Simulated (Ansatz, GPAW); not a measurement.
## Pb: programs and potentials compared

```xyz
1
Lattice="0.0000 2.4750 2.4750 2.4750 0.0000 2.4750 2.4750 2.4750 0.0000" Properties=species:S:1:pos:R:3 pbc="T T T"
Pb    0.0000    0.0000    0.0000
```

Alike in all runs: task single point; functional PBE; k mesh 9 × 9 × 9; occupations gaussian, width 0.05 eV; no spin polarisation; no spin-orbit coupling. Pressure is positive in compression and, in plane waves, holds the error of the finite cutoff, which Ansatz's Pulay term estimates and takes out.

```tsv
program and potentials	plane-wave cutoff (eV)	notes	pressure (GPa)
Ansatz, Ansatz PAW	420	Pulay term of +0.02 GPa included	2.25
Ansatz, all-electron LAPW, scalar-relativistic	-	-	?
GPAW, GPAW PAW data sets (gpaw-data 1.2.1)	600	-	2.00
```

**Question.** Estimate from the other rows what the run with Ansatz, all-electron LAPW, scalar-relativistic gave.

**Answer.** Pressure 2.26 GPa. The other rows, which needn't bracket it: pressure 2.00 to 2.25.
